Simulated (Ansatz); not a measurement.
Ti: how the free axis answers a strain

Ti, Fm-3m, a = 4.110 Å. This isn't the element's structure at ambient conditions. Ansatz: r2SCAN, PAW, 500 eV, Γ-centred 18×18×12 mesh on 2 atoms, Gaussian smearing 0.10 eV; no spin polarisation. Series: uniaxial strain along a, with b, c and atoms relaxed; x is the strain in per cent. The axes a, b, c are those of the computed cell (2.906, 2.906, 4.110 Å), along [1 1 0], [-1 1 0], [0 0 1] of the cell named above. y is the change of c in per cent of 4.110 Å.

| x (%) | y (%) |
| --- | --- |
| -4.0 | 3.88 |
| -2.0 | ? |
| 0.0 | 0.00 |
| 2.0 | -1.68 |
| 4.0 | -3.48 |

Task: Fit y = c1 x + c2 x² to the other rows, say what c1 measures, and predict the missing y.

Result: Least squares on the rows shown. y = −0.9141 x + 0.01324 x². So −c1 = 0.914 is Poisson's ratio for this pair of axes, over the isotropic limit of 0.5, which a direction in an anisotropic crystal may pass. Along b the same runs (not shown) give -0.21: b grows with the strained axis. At x = -2.0 the fit asked for gives 1.88 %. The run gave 1.78 %, so the fit is 0.10 % too high, within twice the rms miss on the fitted rows (0.06 %).